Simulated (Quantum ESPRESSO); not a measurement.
Crystal: CoO.

```
CELL_PARAMETERS angstrom
1.50547 0.86918 2.43993
-1.50547 0.86918 2.43993
0.00000 -1.73837 2.43993
ATOMIC_POSITIONS crystal
Co 0.00000 0.00000 0.00000
O 0.50000 0.50000 0.50000
```

The cell is a database's computed one.

* Program: Quantum ESPRESSO 7.5
* Task: single point
* Functional: PBE
* Potentials or basis: SSSP 1.3 efficiency PBE
* Cutoff: 748 eV
* Density cutoff: 5987 eV
* k mesh: 11 × 11 × 11
* Occupations: fermi-dirac, width 0.05 eV
* Spin: collinear spin, ferromagnetic start
* Starting moments: [2.0, 0.0] μB

On this cell: pressure 0.1 GPa; largest force under 0.003 eV/Å; net moment 2.98 μB per cell; site moments Co +2.54; O +0.34 μB; band gap on the k mesh none (metal or under the smearing width).

The same run follows on a disturbed copy (atoms moved at random, drawn with an rms of 0.05 Å):

```
Co O
1.0
     1.50547    0.86918    2.43993
    -1.50547    0.86918    2.43993
     0.00000   -1.73837    2.43993
Co O
1 1
Direct
  0.99683 0.00019 0.00637
  0.47022 0.51568 0.50987
```

Question: What changes?

Answer: The energy (extrapolated to zero smearing) moves by +0.7 meV/atom; pressure 0.5 GPa; largest force 0.049 eV/Å; net moment 2.98 μB per cell; site moments Co +2.52; O +0.34 μB; band gap on the k mesh none (metal or under the smearing width).

Forces in eV/Å, atoms in the order of the input:
```
Co  -0.048 -0.008 -0.011
O    0.048  0.008  0.011
```

Stress tensor (GPa, compression positive):
```
 0.54 -0.20  0.01
-0.20  0.49 -0.33
 0.01 -0.33  0.32
```

Caveats: a cell with one magnetic atom can't hold antiferromagnetic order, which such compounds often take; semilocal functionals often make such compounds metallic where correlation or magnetic order opens a gap, which also shifts bond lengths.
